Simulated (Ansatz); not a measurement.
A series in volume scale on SnO2

All results are calculated (Ansatz 0.2.0). Free energy against uniform scaling of the volume at fixed shape and fractions; periodic cell, basis, potentials, k mesh and filling as listed.

The cell before it is scaled or strained (space group Pnnm, No. 58):
```
cell vectors (Å)
   4.8039     0.0000     0.0000
   0.0000     4.8827     0.0000
   0.0000     0.0000     3.2517
atoms (fractions of the cell vectors)
Sn  0.50000  0.50000  0.50000
Sn  0.00000  0.00000  0.00000
O   0.29185  0.32104  0.00000
O   0.79185  0.17896  0.50000
O   0.20815  0.82104  0.50000
O   0.70815  0.67896  0.00000
```

Settings of every row: functional PBEsol; dispersion none; potentials PAW; wave cutoff 470 eV; density cutoff 1880 eV; k mesh 4x4x6; k shift 0x0x0; occupations fixed; smearing width 0 eV; spin none.

Limits: the cell comes from a prototype or a list of computed structures and needn't be the stable phase.

| row | volume scale | V (Å³/atom) | pressure (GPa) | energy above lowest point (meV/atom) |
| --- | --- | --- | --- | --- |
| 1 | 0.9406 | 11.957 | 3.49 | 0.6 |
| 2 | 0.9703 | 12.334 | -2.76 | 0 |
| 3 | 1 | 12.712 | -7.95 | 12.8 |
| 4 | 1.0297 | 13.09 | ? | ? |
| 5 | 1.0594 | 13.467 | -15.71 | 69.8 |

Question: what pressure and energy above lowest point should row 4 give?

Worked fit of pressure. Take u = (V_r/V)^(2/3) − 1 with V_r = 12.523 Å³ an atom, which is twice the finite (Eulerian) strain; such expansions in the strain, on which the Birch-Murnaghan equation of state is built, carry the rest volume and the bulk modulus. The shown rows have u = 0.03131, 0.01019, -0.00994, -0.0473. Least squares give pressure = −5.476 + 258.41 × u + 889.8 × u² GPa; a straight line predicts inner rows, each left out in turn, worse (root mean square 0.86 against 0.018 GPa). The rows lie off it by 0.00, -0.01, 0.01, 0.00. The pressure vanishes at u = 0.0198, or V = 12.16 Å³ an atom, and there the bulk modulus at fixed shape and fractions is B = −V dP/dV = (2/3)(1 + u) dP/du = 200 GPa. Letting shape and atoms relax would as a rule lower it, by much in layered, chain or molecular crystals. The withheld row has u = -0.02909, so the fit gives −5.476 + 258.41 × (-0.02909) + 889.8 × (-0.02909)² = -12.24 GPa.

The calculation gave -12.22 GPa. The fit lies 0.02 GPa (0.1 % of the column's range) below it; its largest miss of a shown row is 0.01 GPa.

Worked fit of energy above lowest point. Take u = (V_r/V)^(2/3) − 1 with V_r = 12.523 Å³ an atom, which is twice the finite (Eulerian) strain; such expansions in the strain, on which the Birch-Murnaghan equation of state is built, carry the rest volume and the bulk modulus. The shown rows have u = 0.03131, 0.01019, -0.00994, -0.0473. Least squares give energy above lowest point = 4.9 − 630 × u + 15696 × u² meV/atom; a straight line predicts inner rows, each left out in turn, worse (root mean square 15 against 0.22 meV/atom). The rows lie off it by 0.0, -0.1, 0.1, 0.0. Its lowest point lies at u = 0.0201, or V = 12.16 Å³ an atom, and the curvature there gives the bulk modulus at fixed shape and fractions, B = (4/9)(1 + u)² E″(u)/V = 191 GPa. Letting shape and atoms relax would as a rule lower it, by much in layered, chain or molecular crystals. The withheld row has u = -0.02909, so the fit gives 4.9 − 630 × (-0.02909) + 15696 × (-0.02909)² = 36.5 meV/atom.

The calculation gave 36.7 meV/atom. The fit lies 0.2 meV/atom (0.29 % of the column's range) below it; its largest miss of a shown row is 0.1 meV/atom.
